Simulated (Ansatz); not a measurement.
# Y (bcc type): the cost of one run

Computed with Ansatz 0.2.0 (DFT PBE, with the methods named in each step, unless a step's input says otherwise).

This is Y in the bcc structure; at room conditions it is hcp.

### Step 1. The starting structure

It takes space group Im-3m (No. 229, cubic). The conventional cell has a = 4.043 Å, b = 4.043 Å, c = 4.043 Å, α = 90.00°, β = 90.00°, γ = 90.00°. Y (site symmetry m-3m) has 8 Y at 3.50 Å as nearest neighbours.

Structure file:

```cif
data_structure
_symmetry_space_group_name_H-M 'P 1'
_symmetry_Int_Tables_number 1
_cell_length_a 3.5017
_cell_length_b 3.5017
_cell_length_c 3.5017
_cell_angle_alpha 109.471
_cell_angle_beta 109.471
_cell_angle_gamma 109.471
_cell_volume 33.05
loop_
_atom_site_label
_atom_site_type_symbol
_atom_site_fract_x
_atom_site_fract_y
_atom_site_fract_z
_atom_site_occupancy
Y1 Y 0.00000 0.00000 0.00000 1
```

Whether this phase is the stable one at these pressures isn't tested.

### Step 2. The reference volume, LAPW

The input, input.yaml:

```yaml
crystal:
  lattice:
    - [-2.0217034476, 2.0217034476, 2.0217034476]
    - [2.0217034476, -2.0217034476, 2.0217034476]
    - [2.0217034476, 2.0217034476, -2.0217034476]
  atoms:
    - { symbol: "Y", position: [0.0, 0.0, 0.0] }
kpoints:
  mp_grid: { grid: [13, 13, 13] }
  band_path:
    path:
      - [0.0, 0.0, 0.0]
      - [0.5, -0.5, 0.5]
      - [0.0, 0.0, 0.5]
      - [0.0, 0.0, 0.0]
      - [0.25, 0.25, 0.25]
      - [0.5, -0.5, 0.5]
      - [0.25, 0.25, 0.25]
      - [0.0, 0.0, 0.5]
    npoints: 14
scf:
  occupations: { method: fermi_dirac, width: 0.08 }
hamiltonian:
  xc: pbe
  pseudopotentials: { kind: all_electron, lapw: { basis_error: 0.001 } }
output:
  forces: true
  stress: true
  eigenvalues: true
  populations: true
  dos: { projected: true, de: 0.2, e_range: [-14, 8] }
```

Command:

```console
$ ansatz run input.yaml --threads 1 --pin off --max-ram 2048MiB --backend cpu --events-out ev --progress --plain --runs-dir out
```

Q: Estimate wall time and peak memory on 1 thread of Arm Neoverse V1, shared host.

About 7.6 s, with a peak of 0.25 GiB.
